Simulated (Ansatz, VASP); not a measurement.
**Two plane-wave programs on TiC**

Contents of INCAR:

```
SYSTEM = TiC
  ALGO = Normal
  EDIFF = 1E-6
  ENCUT = 520
  GGA = PE
  ISIF = 2
  ISMEAR = 0
  ISPIN = 2
  LASPH = .TRUE.
  LCHARG = .FALSE.
  LMAXMIX = 4
  LORBIT = 11
  LREAL = .FALSE.
  LWAVE = .FALSE.
  MAGMOM = 1 0
  NBANDS = 19
  NELM = 150
  PREC = Accurate
  SIGMA = 0.1
```

KPOINTS

```
k-points
0
G
  6 6 6
  0 0 0
```

POSCAR

```
TiC
1.0
    0.0000000000      2.1660045940      2.1660045940
    2.1660045940      0.0000000000      2.1660045940
    2.1660045940      2.1660045940      0.0000000000
Ti C
1 1
Direct
    0.5000000000      0.5000000000      0.5000000000
    0.0000000000      0.0000000000      0.0000000000
```

Input for Ansatz:

```yaml
crystal:
  lattice:
    - [0.0, 2.166004594, 2.166004594]
    - [2.166004594, 0.0, 2.166004594]
    - [2.166004594, 2.166004594, 0.0]
  atoms:
    - { symbol: Ti, position: [0.5, 0.5, 0.5], spin: 1.0 }
    - { symbol: C, position: [0.0, 0.0, 0.0] }
basis:
  ecutwfc: 420
kpoints:
  mp_grid: { grid: [6, 6, 6] }
hamiltonian:
  xc: pbe
scf:
  occupations: { method: gaussian, width: 0.1 }
  lower_state_search: "off"
output:
  forces: true
  stress: true
  eigenvalues: true
  populations: true
magnetization:
  spin_polarized: true
```

Change from the starting cell: the structure that the rattled cell fell into.

Alike in both runs: task single point; functional PBE; k mesh 6 × 6 × 6; occupations gaussian, width 0.1 eV; collinear spin.

```csv
,VASP,Ansatz
version,VASP 6.6.1,Ansatz 0.2.0
potentials or method,"VASP PAW PBE potentials, release 64 (Ti_sv, C)","scalar-relativistic, plane waves, PAW"
plane-wave cutoff (eV),520,420
valence electrons in the cell,16,16
```

```csv
,VASP,Ansatz,Ansatz less VASP
gap on the k mesh at the Fermi level (eV),none,none,-
pressure (GPa),0.3,0.2,-0.12
net moment per atom (μB),0.00,0.00,0.000
```

A gap of «none» marks a metal or a gap that the smearing closes. With one functional, cell and mesh, what is left measures potentials, basis and numerics. Ansatz warned: «seeded_moment_not_kept».

Caveats: the k mesh is coarse (spacing up to 0.42 Å⁻¹), so the values aren't converged.
